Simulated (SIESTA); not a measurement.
The system is ZrC.

```
Zr C
1.0
     0.00000    2.36500    2.36500
     2.36500    0.00000    2.36500
     2.36500    2.36500    0.00000
Zr C
1 1
Direct
  0.50000 0.50000 0.50000
  0.00000 0.00000 0.00000
```

Base run:

* Program: SIESTA 5.4.2
* Functional: PBE
* Potentials or basis: PseudoDojo 0.4 standard (PBE files)
* Basis: DZP (energy shift 0.003 Ry; two zetas on semicore shells)
* Grid cutoff: 800 Ry
* Energy shift: 0.003 Ry
* k mesh: 10 × 10 × 10
* Occupations: fermi-dirac, width 0.05 eV
* Spin: no spin polarisation

Its results: band gap on the k mesh none (metal or under the smearing width); pressure -0.9 GPa.

Task: The run is repeated on the same cell with these changes: functional from PBE to revPBE. What comes out?

Result: Band gap on the k mesh none (metal or under the smearing width); pressure 0.9 GPa.

revPBE binds less tightly than PBE, so the same cell stands under more pressure.

Caveats: the basis of atomic orbitals isn't converged, which shifts pressures, moduli and gaps; the potentials were made for another functional, which shifts forces and pressure (some runs).
